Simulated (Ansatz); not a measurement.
## S on Pd(111): change of the work function

Aim: the work function of Pd(111) at several coverages of S (fcc site), and the dipole that each adsorbate carries.

Method: plane-wave DFT, PBE, Ansatz PAW, in Ansatz 0.2.0.

## (1) Set-up

The cell holds 4 atoms: 4 Pd. Its edges and angles: a = 2.751 Å, b = 2.751 Å, c = 24.738 Å, α = 90.0°, β = 90.0°, γ = 60.0°. Vacuum lies along c.

Coordinates:

```cif
data_structure
_symmetry_space_group_name_H-M 'P 1'
_symmetry_Int_Tables_number 1
_cell_length_a 2.7506
_cell_length_b 2.7506
_cell_length_c 24.7377
_cell_angle_alpha 90.000
_cell_angle_beta 90.000
_cell_angle_gamma 60.000
_cell_volume 162.09
loop_
_atom_site_label
_atom_site_type_symbol
_atom_site_fract_x
_atom_site_fract_y
_atom_site_fract_z
_atom_site_occupancy
Pd1 Pd 0.00000 0.00000 0.36382 1
Pd2 Pd 0.33333 0.33333 0.45461 1
Pd3 Pd 0.66667 0.66667 0.54539 1
Pd4 Pd 0.00000 0.00000 0.63618 1
```

## (2) The clean slab

The bare slab comes first, as the zero from which every change is counted. The two lowest layers are held at bulk places and the upper ones relax. The dipole correction removes the false field that a one-sided slab makes across the periodic vacuum, so each face gets a flat vacuum level of its own.

Input file input.yaml:

```yaml
crystal:
  lattice:
    - [2.7506453788, 0.0, 0.0]
    - [1.3753226894, 2.3821287749, 0.0]
    - [0.0, 0.0, 24.7376776414]
  atoms:
    - { symbol: Pd, position: [0.0, 0.0, 0.3638174986] }
    - { symbol: Pd, position: [0.3333333333, 0.3333333333, 0.4546058329] }
    - { symbol: Pd, position: [0.6666666667, 0.6666666667, 0.5453941671] }
    - { symbol: Pd, position: [0.0, 0.0, 0.6361825014] }
kpoints:
  mp_grid: { grid: [12, 12, 1] }
hamiltonian:
  xc: pbe
scf:
  occupations: { method: fermi_dirac, width: 0.1 }
  convergence: { dr2_threshold: 1.0e-08 }
efield:
  axis: 3
  dipole_correction: true
  ramp_position: 0.97
  ramp_width: 0.06
relax:
  f_tol: 0.02
  max_steps: 60
  constraints: [{ sites: [0, 1] }]
output:
  write_potential: true
  write_density: true
  volumetric_format: npy
```

Started as:

```bash
ansatz run input.yaml --threads 4 --pin off --max-ram 6144MiB --backend cpu --events-out ev --progress --plain --runs-dir out
```

Numbers of over 12 decimals in the logs are rounded to 6 here.

The program printed:

```text
Engine: ansatz 0.2.0, x86_64-unknown-linux-gnu
Pseudopotentials: kind: paw
Pseudopotential: Pd, paw, valence charge 18, recommended cutoff 420 eV (normal), Pd.paw.azcp
Functional definition: PBE
  parameter kappa = 0.804
  parameter beta = 0.066725
  exchange = pbe_x(kappa = kappa, mu = beta*pi^2/3)
  correlation = pbe_c(beta = beta)
Crystal: 4 atoms, lattice volume = 162.091 Å³
Basis set: ecut = 420 eV, 3173 PW (Γ), exchange–correlation on 40×40×360 points (8 copies of the dense FFT grid, shifted against one another)
Bands: 44, of which v1, the nominal top of the filled ones, is band 36 counted from 1 (35 counted from 0)
Symmetry: 6 space group operations
k-points: 19 of 144 (time reversal used)
Non-local potential: Pd, projectors of the file, l = 0: 2, l = 1: 2, l = 2: 2, l = 3: 1
PAW form: soft (Blöchl's): semilocal exchange-correlation on the pseudo side does not see the compensation charge
PAW one-centre angular grid: Pd, 590 points (default); XC on 64 Gauss nodes
Initial density: superposition of atomic densities (neutral atoms: chi_scale 0, normalization atom), corrected by the library's trained network
Initial wavefunctions: pseudopotential atomic-orbital guess
Functional: x = pbe(κ = 0.804, μ = 0.219515), c = pbe(β = 0.066725)
SCF iter   1: F=—  HF=-27890.455168 eV  |F-HF|=—  |Δ(HF+E_count)|=         —  Δρ=1.07e-2  dr2=1.28e0  ethr=1.77e-3  p=0.000 e·Å  D=2.93e-13 V/Å  ΔV_dip=-0.00 eV  dr2_dipole=3.97e-8  V_vac-E_F(+/−)=4.91/4.91 eV  ⟨swp⟩=8.8  Hψ=3801  notcnv=0  defer=5
efield: sawtooth ramp at fractional position 0.9700 (set: `efield.ramp_position`, or a place that a band, a saddle search or an elastic batch's reference lends), width 0.0600; the density the first Hamiltonian is built on has a dipole p = 0.000 e·Å; the dipole correction subtracts the counter field D = 2.93e-13 V/Å, which shifts the + side's vacuum level by -0.00 eV against the − side's; the planar-averaged density in the ramp window peaks in size at 1.0e-5 e/Å³
preconditioner: auto → LDOS  [metal: Δε(μ)=0.013 eV  Ē_g=7.392 eV  σ=0.100 eV  W_gap=0.03  n_scr=18 (ndim 8)  ℏωp=18.4 eV  f_vac=0.591  D(μ)=8.60/eV (n_scr^D=102)  β→1.0]
SCF iter   2: F=—  HF=-27890.433598 eV  |F-HF|=—  |Δ(HF+E_count)|=   2.16e-2  Δρ=7.31e-3  dr2=1.75e-1  ethr=1.77e-3  p=0.000 e·Å  D=1.46e-6 V/Å  ΔV_dip=-0.00 eV  dr2_dipole=8.39e-8  V_vac-E_F(+/−)=5.24/5.24 eV  ⟨swp⟩=2.3  Hψ=1056  notcnv=0  defer=19
SCF iter   3: F=—  HF=-27890.425877 eV  |F-HF|=—  |Δ(HF+E_count)|=   7.72e-3  Δρ=2.98e-3  dr2=1.13e-1  ethr=2.44e-4  p=-0.000 e·Å  D=-3.14e-6 V/Å  ΔV_dip=0.00 eV  dr2_dipole=6.90e-8  V_vac-E_F(+/−)=5.17/5.17 eV  ⟨swp⟩=2.2  Hψ=1106  notcnv=0  defer=23
SCF iter   4: F=—  HF=-27890.422754 eV  |F-HF|=—  |Δ(HF+E_count)|=   3.12e-3  Δρ=6.69e-4  dr2=1.33e-3  ethr=1.57e-4  p=-0.000 e·Å  D=-9.12e-6 V/Å  ΔV_dip=0.00 eV  dr2_dipole=1.19e-8  V_vac-E_F(+/−)=5.25/5.25 eV  ⟨swp⟩=1.6  Hψ=832  notcnv=0  defer=23
SCF iter   5: F=—  HF=-27890.423192 eV  |F-HF|=—  |Δ(HF+E_count)|=   4.38e-4  Δρ=1.74e-4  dr2=5.12e-5  ethr=1.85e-6  p=-0.000 e·Å  D=-1.21e-6 V/Å  ΔV_dip=0.00 eV  dr2_dipole=2.35e-10  V_vac-E_F(+/−)=5.25/5.25 eV  ⟨swp⟩=2.1  Hψ=1258  notcnv=0  defer=23
SCF iter   6: F=—  HF=-27890.423229 eV  |F-HF|=—  |Δ(HF+E_count)|=   3.69e-5  Δρ=4.92e-5  dr2=8.06e-6  ethr=7.11e-8  p=-0.000 e·Å  D=-9.68e-7 V/Å  ΔV_dip=0.00 eV  dr2_dipole=5.21e-11  V_vac-E_F(+/−)=5.24/5.24 eV  ⟨swp⟩=2.5  Hψ=1397  notcnv=0  defer=23
SCF iter   7: F=—  HF=-27890.423234 eV  |F-HF|=—  |Δ(HF+E_count)|=   4.89e-6  Δρ=1.81e-5  dr2=4.03e-7  ethr=1.12e-8  p=-0.000 e·Å  D=-6.47e-7 V/Å  ΔV_dip=0.00 eV  dr2_dipole=1.79e-12  V_vac-E_F(+/−)=5.24/5.24 eV  ⟨swp⟩=3.2  Hψ=1512  notcnv=0  defer=20
SCF iter   8: F=—  HF=-27890.423235 eV  |F-HF|=—  |Δ(HF+E_count)|=   1.67e-6  Δρ=6.07e-6  dr2=5.44e-8  ethr=5.59e-10  p=-0.000 e·Å  D=-2.94e-7 V/Å  ΔV_dip=0.00 eV  dr2_dipole=6.35e-14  V_vac-E_F(+/−)=5.24/5.24 eV  ⟨swp⟩=2.6  Hψ=1458  notcnv=0  defer=20
SCF iter   9: F=-27890.423236 eV  HF=-27890.423236 eV  |F-HF|=1.11e-8  |Δ(HF+E_count)|=   2.61e-7  Δρ=1.39e-6  dr2=5.24e-9  ethr=1.39e-11  p=-0.000 e·Å  D=-1.19e-7 V/Å  ΔV_dip=0.00 eV  dr2_dipole=8.38e-14  V_vac-E_F(+/−)=5.24/5.24 eV  ⟨swp⟩=9.9  Hψ=5854  notcnv=0
SCF 1 converged in 9 iterations: F = -27890.423236 eV  dr2 = 5.24e-9
  greatest PAW one-centre occupation: 0.999 electrons in one spin orbital (limit 2), on the Pd atom at site 3 (counted from 0), in its partial waves of l = 0
relax step   1: F+E_penalty+E_count = -27890.42323570 eV  Δ(F+E_penalty+E_count) = +0.000e0 eV  max|allowed force component| = 3.166e-1 eV/Å  Δτ_max = 0.0000 Å  (9 SCF iters, accepted)
Initial density: handed on by an earlier stage of this run
Initial wavefunctions: those handed on with the density
iter 1 solved again at ethr=2.12e-4 eV; its pass at ethr=3.10e-3 eV (dr2=1.53e-1 eV) is discarded
SCF iter   1: F=—  HF=-27890.473007 eV  |F-HF|=—  |Δ(HF+E_count)|=         —  Δρ=1.03e-2  dr2=1.69e-1  ethr=2.12e-4  p=-0.000 e·Å  D=-1.13e-6 V/Å  ΔV_dip=0.00 eV  dr2_dipole=2.24e-3  V_vac-E_F(+/−)=5.27/5.27 eV  ⟨swp⟩=1.9  Hψ=3276  notcnv=0  defer=23
efield: sawtooth ramp at fractional position 0.9700 (set: `efield.ramp_position`, or a place that a band, a saddle search or an elastic batch's reference lends), width 0.0600; the density the first Hamiltonian is built on has a dipole p = -0.000 e·Å; the dipole correction subtracts the counter field D = -1.13e-6 V/Å, which shifts the + side's vacuum level by +0.00 eV against the − side's; the planar-averaged density in the ramp window peaks in size at 5.9e-6 e/Å³
preconditioner: auto → LDOS  [metal: Δε(μ)=0.027 eV  Ē_g=7.480 eV  σ=0.100 eV  W_gap=0.07  n_scr=18 (ndim 8)  ℏωp=18.4 eV  f_vac=0.586  D(μ)=8.63/eV (n_scr^D=102)  β→1.0]
SCF iter   2: F=—  HF=-27890.485252 eV  |F-HF|=—  |Δ(HF+E_count)|=   1.22e-2  Δρ=8.04e-3  dr2=2.31e-1  ethr=2.12e-4  p=0.009 e·Å  D=1.02e-2 V/Å  ΔV_dip=-0.25 eV  dr2_dipole=2.06e-2  V_vac-E_F(+/−)=5.00/5.25 eV  ⟨swp⟩=3.1  Hψ=1628  notcnv=0  defer=23
SCF iter   3: F=—  HF=-27890.436918 eV  |F-HF|=—  |Δ(HF+E_count)|=   4.83e-2  Δρ=1.43e-3  dr2=7.38e-3  ethr=2.12e-4  p=-0.000 e·Å  D=-2.15e-5 V/Å  ΔV_dip=0.00 eV  dr2_dipole=1.42e-3  V_vac-E_F(+/−)=5.26/5.25 eV  ⟨swp⟩=2.2  Hψ=1432  notcnv=0  defer=23
SCF iter   4: F=—  HF=-27890.436361 eV  |F-HF|=—  |Δ(HF+E_count)|=   5.57e-4  Δρ=7.26e-4  dr2=1.35e-3  ethr=1.03e-5  p=-0.000 e·Å  D=-2.56e-4 V/Å  ΔV_dip=0.01 eV  dr2_dipole=1.69e-4  V_vac-E_F(+/−)=5.26/5.25 eV  ⟨swp⟩=2.6  Hψ=1517  notcnv=0  defer=23
[...]
SCF iter   9: F=—  HF=-27890.436094 eV  |F-HF|=—  |Δ(HF+E_count)|=   6.09e-6  Δρ=6.82e-6  dr2=2.01e-7  ethr=3.69e-9  p=-0.001 e·Å  D=-1.18e-3 V/Å  ΔV_dip=0.03 eV  dr2_dipole=1.62e-9  V_vac-E_F(+/−)=5.28/5.25 eV  ⟨swp⟩=1.6  Hψ=936  notcnv=0  defer=23
SCF iter  10: F=—  HF=-27890.436094 eV  |F-HF|=—  |Δ(HF+E_count)|=   1.41e-7  Δρ=2.36e-6  dr2=2.47e-8  ethr=2.80e-10  p=-0.001 e·Å  D=-1.18e-3 V/Å  ΔV_dip=0.03 eV  dr2_dipole=5.36e-10  V_vac-E_F(+/−)=5.28/5.25 eV  ⟨swp⟩=1.9  Hψ=1011  notcnv=0  defer=23
SCF iter  11: F=-27890.436094 eV  HF=-27890.436094 eV  |F-HF|=3.81e-9  |Δ(HF+E_count)|=   2.10e-8  Δρ=9.20e-7  dr2=4.40e-9  ethr=1.39e-11  p=-0.001 e·Å  D=-1.17e-3 V/Å  ΔV_dip=0.03 eV  dr2_dipole=6.12e-12  V_vac-E_F(+/−)=5.28/5.25 eV  ⟨swp⟩=9.1  Hψ=5450  notcnv=0
SCF 2 converged in 11 iterations: F = -27890.436094 eV  dr2 = 4.40e-9
  greatest PAW one-centre occupation: 0.999 electrons in one spin orbital (limit 2), on the Pd atom at site 0 (counted from 0), in its partial waves of l = 0
relax step   2: F+E_penalty+E_count = -27890.43609399 eV  Δ(F+E_penalty+E_count) = -1.286e-2 eV  max|allowed force component| = 1.195e-1 eV/Å  Δτ_max = 0.1491 Å  (11 SCF iters, accepted)
SCF iter   1: F=—  HF=-27890.441862 eV  |F-HF|=—  |Δ(HF+E_count)|=         —  Δρ=3.46e-3  dr2=5.32e-2  ethr=1.86e-4  p=-0.001 e·Å  D=-1.17e-3 V/Å  ΔV_dip=0.03 eV  dr2_dipole=1.25e-2  V_vac-E_F(+/−)=5.27/5.24 eV  ⟨swp⟩=3.7  Hψ=1882  notcnv=0  defer=23
efield: sawtooth ramp at fractional position 0.9700 (set: `efield.ramp_position`, or a place that a band, a saddle search or an elastic batch's reference lends), width 0.0600; the density the first Hamiltonian is built on has a dipole p = -0.001 e·Å; the dipole correction subtracts the counter field D = -1.17e-3 V/Å, which shifts the + side's vacuum level by +0.03 eV against the − side's; the planar-averaged density in the ramp window peaks in size at 4.1e-6 e/Å³
preconditioner: auto → LDOS  [metal: Δε(μ)=0.005 eV  Ē_g=7.445 eV  σ=0.100 eV  W_gap=0.01  n_scr=18 (ndim 8)  ℏωp=18.4 eV  f_vac=0.586  D(μ)=8.75/eV (n_scr^D=102)  β→1.0]
SCF iter   2: F=—  HF=-27890.442580 eV  |F-HF|=—  |Δ(HF+E_count)|=   7.18e-4  Δρ=2.46e-3  dr2=2.49e-2  ethr=7.39e-5  p=-0.004 e·Å  D=-4.16e-3 V/Å  ΔV_dip=0.10 eV  dr2_dipole=3.71e-3  V_vac-E_F(+/−)=5.35/5.25 eV  ⟨swp⟩=2.0  Hψ=1476  notcnv=0  defer=23
SCF iter   3: F=—  HF=-27890.438250 eV  |F-HF|=—  |Δ(HF+E_count)|=   4.33e-3  Δρ=5.40e-4  dr2=2.62e-3  ethr=3.45e-5  p=-0.001 e·Å  D=-7.90e-4 V/Å  ΔV_dip=0.02 eV  dr2_dipole=6.99e-4  V_vac-E_F(+/−)=5.27/5.25 eV  ⟨swp⟩=2.0  Hψ=1237  notcnv=0  defer=23
SCF iter   4: F=—  HF=-27890.438154 eV  |F-HF|=—  |Δ(HF+E_count)|=   9.57e-5  Δρ=2.67e-4  dr2=2.39e-4  ethr=3.64e-6  p=-0.001 e·Å  D=-8.37e-4 V/Å  ΔV_dip=0.02 eV  dr2_dipole=2.30e-5  V_vac-E_F(+/−)=5.27/5.25 eV  ⟨swp⟩=2.1  Hψ=1201  notcnv=0  defer=23
SCF iter   5: F=—  HF=-27890.438112 eV  |F-HF|=—  |Δ(HF+E_count)|=   4.21e-5  Δρ=6.91e-5  dr2=2.80e-5  ethr=3.32e-7  p=-0.001 e·Å  D=-7.61e-4 V/Å  ΔV_dip=0.02 eV  dr2_dipole=4.25e-6  V_vac-E_F(+/−)=5.27/5.25 eV  ⟨swp⟩=2.0  Hψ=1164  notcnv=0  defer=23
SCF iter   6: F=—  HF=-27890.438111 eV  |F-HF|=—  |Δ(HF+E_count)|=   1.17e-6  Δρ=3.89e-5  dr2=5.54e-6  ethr=3.89e-8  p=-0.001 e·Å  D=-7.43e-4 V/Å  ΔV_dip=0.02 eV  dr2_dipole=8.57e-8  V_vac-E_F(+/−)=5.27/5.25 eV  ⟨swp⟩=2.1  Hψ=1071  notcnv=0  defer=23
SCF iter   7: F=—  HF=-27890.438111 eV  |F-HF|=—  |Δ(HF+E_count)|=   2.82e-7  Δρ=2.05e-5  dr2=2.14e-6  ethr=7.69e-9  p=-0.001 e·Å  D=-7.64e-4 V/Å  ΔV_dip=0.02 eV  dr2_dipole=6.06e-14  V_vac-E_F(+/−)=5.27/5.25 eV  ⟨swp⟩=1.5  Hψ=905  notcnv=0  defer=23
SCF iter   8: F=—  HF=-27890.438111 eV  |F-HF|=—  |Δ(HF+E_count)|=   1.22e-7  Δρ=8.83e-6  dr2=3.84e-7  ethr=2.97e-9  p=-0.001 e·Å  D=-7.82e-4 V/Å  ΔV_dip=0.02 eV  dr2_dipole=7.54e-11  V_vac-E_F(+/−)=5.27/5.25 eV  ⟨swp⟩=1.6  Hψ=875  notcnv=0  defer=23
SCF iter   9: F=—  HF=-27890.438111 eV  |F-HF|=—  |Δ(HF+E_count)|=   1.20e-7  Δρ=2.88e-6  dr2=3.23e-8  ethr=5.34e-10  p=-0.001 e·Å  D=-7.82e-4 V/Å  ΔV_dip=0.02 eV  dr2_dipole=1.19e-10  V_vac-E_F(+/−)=5.27/5.25 eV  ⟨swp⟩=1.4  Hψ=891  notcnv=0  defer=23
SCF iter  10: F=-27890.438111 eV  HF=-27890.438111 eV  |F-HF|=9.07e-9  |Δ(HF+E_count)|=   6.30e-8  Δρ=1.12e-6  dr2=4.82e-9  ethr=1.39e-11  p=-0.001 e·Å  D=-7.77e-4 V/Å  ΔV_dip=0.02 eV  dr2_dipole=2.34e-11  V_vac-E_F(+/−)=5.27/5.25 eV  ⟨swp⟩=9.3  Hψ=5466  notcnv=0
SCF 3 converged in 10 iterations: F = -27890.438111 eV  dr2 = 4.82e-9
relax step   3: F+E_penalty+E_count = -27890.43811104 eV  Δ(F+E_penalty+E_count) = -2.017e-3 eV  max|allowed force component| = 1.002e-2 eV/Å  Δτ_max = 0.0431 Å  (10 SCF iters, accepted)
NSCF: frozen V_eff on 19 k-points
the band table was solved once a step of the walk had ended and its energy, with any forces and stress, was formed, with the checks that follow a solve (4651 applications of the Hamiltonian). They found nothing against the state; the energy, forces and stress were not computed again (output.eigenvalues in the input reference)
WARN: The input density's exchange-correlation potential varies sharply where the density is thin. Do not read a vacuum level from v_tot or v_xc, or from such a field of the output density. On a cell that repeats whose density bears no net charge and no dipole along the vacuum's axis use v_es (v_loc + v_h of the components); under efield.dipole_correction with no amplitude use v_es + v_field, which holds any external [...]
SCF converged after 10 iterations
Free energy (F): -27890.438111 eV
Harris-Foulkes:  -27890.438111 eV  (|F-HF|=9.07e-9)
Internal energy: -27890.160758 eV  (E = F + TS)
E sigma→0 (E₀):  -27890.299434 eV
Entropy (-TS):   -0.277353 eV (-69.338 meV/atom)
Fermi energy:    3.865219 eV
Dipole field:    D = -0.000784 V/Å  (p = -0.000703 e·Å, saw-weighted, corrected)
Work function:   Φ+ = 5.2682 eV   Φ− = 5.2488 eV
Levels:          The Fermi level and band energies are counted from a zero that moves with the ramp; work functions are not
--- Per-component energies (eV) ---
  E_band       = -1676.700698
  E_kinetic    = 2053.458325
  E_local      = -127765.330000  (includes V_loc(G=0)·N_el)
  E_nonlocal   = 869.748792
  E_hartree    = 62664.015471
  E_xc         = -672.789627
  E_vxc        = -843.766960  (∫ρ·V_xc dr)
  E_paw        = -15001.631603  (= ΣΔE_a)
  E_vpaw       = -1318.850886  (= ΣTr[D̂ρ^β])
  E_aug_tail   = 0.000881  (compensation charges beyond the density's cutoff)
  E_efield     = 0.000000  (sawtooth field / dipole correction)
  E_vefield    = 0.002175  (∫n·V_field dr)
  E_ewald      = 49962.367003
  E_smearing   = -0.277353  (= −TS)
  E_closure    = 0.000000  (closes the sum)
  Σ components = -27890.438111   (vs F -27890.438111, Δ=0.00e0)
--- Forces (eV/Å), atoms counted from 1 ---
  atom   1  Pd    -0.00000000    -0.00000000    -0.31322265
  atom   2  Pd     0.00000000    -0.00000000     0.30972269
  atom   3  Pd    -0.00000000     0.00000000    -0.00649879
  atom   4  Pd    -0.00000000     0.00000000     0.01001686
  max |Σ_I F_I| component: 1.81e-5 eV/Å
--- Band table (eV; the first three rows and the last of 19) ---
  k-point 0: bands = [... 32 lower, 2.6989, 2.9476, 2.9476, 3.4679, 3.4679, 3.7710, 3.7710, 4.2819, ... 4 higher]
  k-point 1: bands = [... 32 lower, 2.6192, 2.9508, 2.9602, 3.1225, 3.4642, 3.5262, 3.7785, 4.8762, ... 4 higher]
  k-point 2: bands = [... 32 lower, 2.5130, 2.5291, 2.9094, 2.9320, 3.4494, 3.7948, 4.0102, 5.8227, ... 4 higher]
  k-point 18: bands = [... 32 lower, 3.3435, 3.5770, 3.6104, 3.6222, 10.1875, 10.3728, 10.3815, 11.0947, ... 4 higher]
--- Relaxed structure (3 steps of the walk, 3 accepted, 0 SCFs on fresh bases) ---
  F+E_penalty+E_count = -27890.43811104 eV   max|allowed force component| = 1.002e-2 eV/Å
  atoms:
    - { symbol: Pd, position: [0.0, 0.0, 0.3638174986] }
    - { symbol: Pd, position: [0.333333, 0.333333, 0.454606] }
    - { symbol: Pd, position: [0.666667, 0.666667, 0.547339] }
    - { symbol: Pd, position: [0, 0, 0.640465] }
```

Run time: 5 s. Hardware: 4 threads of Intel Xeon 6975P-C (Granite Rapids), shared host; peak memory 0.57 GiB; 19 s of CPU time.

Step by step:

| step | energy less that of the first step (eV) | largest force component (eV/Å) |
| --- | --- | --- |
| 1 | 0.0000 | 0.3166 |
| 2 | -0.0129 | 0.1195 |
| 3 | -0.0149 | 0.0100 |

The run keeps the 6 symmetry operations that it works with, so distortions that break them were not tested.

The atoms that moved most (Å):

| atom | dx | dy | dz | length |
| --- | --- | --- | --- | --- |
| Pd4 | 0.000 | 0.000 | 0.106 | 0.106 |
| Pd3 | 0.000 | 0.000 | 0.048 | 0.048 |

Numbers from this step:

* energy at zero smearing: -27890.2994 eV
* work function, upper face: 5.268 eV
* dipole along the normal: -7.03e-4 e·Å

Running mean over 2.246 Å of the planar mean; the ramp of the sawtooth is left out. The electron's electrostatic potential energy less the Fermi level by z:

z (Å), electron's electrostatic potential energy less the Fermi level (eV) and a bar from the least value:
```
      3.5       5.25 ##############################
      4.0       5.25 ##############################
      4.5       5.25 ##############################
      5.0       5.25 ##############################
      5.5       5.23 ##############################
      6.0       5.19 ##############################
      6.5       5.04 #############################
      7.0       4.40 ############################
      7.5       1.79 ######################
      8.0      -3.11 ############
      8.5      -7.03 ###
      9.0      -8.25 #
      9.5      -8.43 
     10.0      -8.48 
     10.5      -8.52 
     11.0      -8.56 
     11.5      -8.51 
     12.0      -8.24 #
     12.5      -8.12 #
     13.0      -8.35 
     13.5      -8.50 
     14.0      -8.28 #
     14.5      -7.92 #
     15.0      -7.94 #
     15.5      -8.20 #
     16.0      -8.01 #
     16.5      -6.08 #####
     17.0      -1.45 ###############
     17.5       2.94 #########################
     18.0       4.73 #############################
     18.5       5.13 ##############################
     19.0       5.23 ##############################
     19.5       5.26 ##############################
     20.0       5.27 ##############################
     20.5       5.27 ##############################
     21.0       5.27 ##############################
     21.5       5.27 ##############################
```

The relaxation took 3 steps and lowered the energy by 0.015 eV; the largest force on the free atoms ends at 0.010 eV/Å.

The work function of the upper face is 5.27 eV.

(Continued in part 2 of 3.)

[Logs are printed without paths, hosts, clocks, repeated set-up lines and the standing remarks that a program may print on its own settings, such as how far it seeks lower states.]

[Hosts, paths, dates, database ids (printed as entryN), source tags and the programs' standing remarks are cut or masked in the printed files.]

[Maps of the electrostatic potential energy from Ansatz leave out the sawtooth potential of an applied field or a dipole correction, so their vacuum need not be flat; planar profiles and work functions include it.]
